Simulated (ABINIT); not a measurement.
BeS:

```
S Be
1.0
     0.00000    2.42500    2.42500
     2.42500    0.00000    2.42500
     2.42500    2.42500    0.00000
S Be
1 1
Cartesian
  3.6375 3.6375 3.6375
  0.0000 0.0000 0.0000
```

Base run:

| Quantity | Value |
| --- | --- |
| Program | ABINIT 10.8.3 (patched build) |
| Functional | PBEsol |
| Potentials or basis | JTH PAW PBE v2.0 |
| Cutoff | 544 eV |
| k mesh | 9 × 9 × 9 |
| Occupations | fermi-dirac, width 0.05 eV |
| Spin | no spin polarisation |

Its results: band gap on the k mesh 3.02 eV, indirect (least direct gap 5.58 eV); pressure -0.8 GPa.

Problem. The run is repeated on the same cell with these changes: functional from PBEsol to PBE. What comes out?

Solution. Band gap on the k mesh 3.20 eV, indirect (least direct gap 5.65 eV); pressure 1.4 GPa.

PBE binds less tightly than PBEsol, so the same cell stands under more pressure.

Caveats: the mesh misses the band edges, which the band path finds closer together; the PAW data sets were made with another functional, which shifts forces and pressure a little (some runs).
